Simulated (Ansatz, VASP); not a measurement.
**Two plane-wave programs on CdO2**

```
CELL_PARAMETERS angstrom
4.68126 0.00000 0.00000
0.00000 4.68126 0.00000
0.00000 0.00000 4.68126
ATOMIC_POSITIONS crystal
Cd 0.00000 0.00000 0.00000
Cd 0.50000 0.50000 0.50000
O 0.25000 0.25000 0.25000
O 0.25000 0.75000 0.75000
O 0.75000 0.75000 0.25000
O 0.75000 0.25000 0.75000
```

Alike in both runs: functional r2SCAN; k mesh 4 × 4 × 4; occupations gaussian, width 0.1 eV; no spin polarisation.

Ansatz relaxed the structure, and its values are those at the end. VASP's run is a single point on that final structure, the one shown.

|  | VASP | Ansatz |
| --- | --- | --- |
| version | VASP 6.6.1 | Ansatz 0.2.0 |
| potentials or method | VASP PAW PBE potentials, release 64 (Cd, O) | scalar-relativistic, plane waves, PAW |
| plane-wave cutoff (eV) | 520 | 500 |
| valence electrons in the cell | 48 | 64 |

|  | VASP | Ansatz | Ansatz less VASP |
| --- | --- | --- | --- |
| gap on the k mesh at the Fermi level (eV) | none | none | - |
| pressure (GPa) | 1.6 | 0.1 | -1.57 |

A gap of «none» marks a metal or a gap that the smearing closes. The two sets of potentials don't hold the same shells in valence.

Caveats: the PAW data sets were made with another functional, which shifts forces and pressure a little (VASP).
